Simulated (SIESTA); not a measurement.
# Bi2Se3 (Paraguanajuatite) under changes of volume

One of the cells (28.946 Å³/atom); the others are scaled copies at fixed shape and fractional positions:

```
Bi Se
1.0
     2.08522    1.20390    9.60855
    -2.08522    1.20390    9.60855
     0.00000   -2.40780    9.60855
Bi Se
2 3
Direct
  0.59920 0.59920 0.59920
  0.40080 0.40080 0.40080
  0.78830 0.78830 0.78830
  0.21170 0.21170 0.21170
  0.00000 0.00000 0.00000
```

```yaml
Program: SIESTA 5.4.2
Functional: PBEsol
Potentials_or_basis: PseudoDojo 0.4 standard (PBEsol files)
Basis: DZP (energy shift 0.003 Ry; two zetas on semicore shells)
Grid_cutoff: 500 Ry
Energy_shift: 0.003 Ry
k_mesh: 8 × 8 × 8
Occupations: fermi-dirac, width 0.05 eV
Spin: no spin polarisation
```

```tsv
volume (Å³/atom)	energy over the lowest point (meV/atom)	pressure (GPa)	gap on the mesh (eV)	largest force (eV/Å)
26.675	40.42	6.1	0.11	0.949
27.243	21.85	4.4	0.13	0.747
27.810	?	?	?	?
28.946	0.00	0.2	0.18	0.367
29.513	1.45	-1.0	0.19	0.312
30.081	6.70	-2.0	0.20	0.256
```

Task: What does the run at 27.810 Å³/atom give?

Result: Energy over the lowest point 9.09 meV/atom; pressure 2.8 GPa; gap on the mesh 0.15 eV; largest force 0.558 eV/Å.

Worked out: A Birch-Murnaghan fit of order 3 (a polynomial in V^(-2/3)) to the other rows has its minimum at 28.99 Å³/atom with B0 = V·E''(V) = 58 GPa and B' = 6.1 at fixed shape and positions, which overstates the stiffness. It gives 9.47 meV/atom at 27.810 Å³/atom, against the run's 9.09, and -dE/dV = 2.7 GPa, against 2.8. A straight line through the other rows of the gap, of slope 0.76 eV per unit of ln V (its deformation potential), gives 0.14 eV, against the run's 0.15.

Energies are extrapolated to zero smearing.

Caveats: spin-orbit coupling is left out, which as a rule narrows the gap of such compounds by several tenths of an eV; the basis of atomic orbitals isn't converged, which shifts pressures, moduli and gaps.

A mesh can miss the band edges.
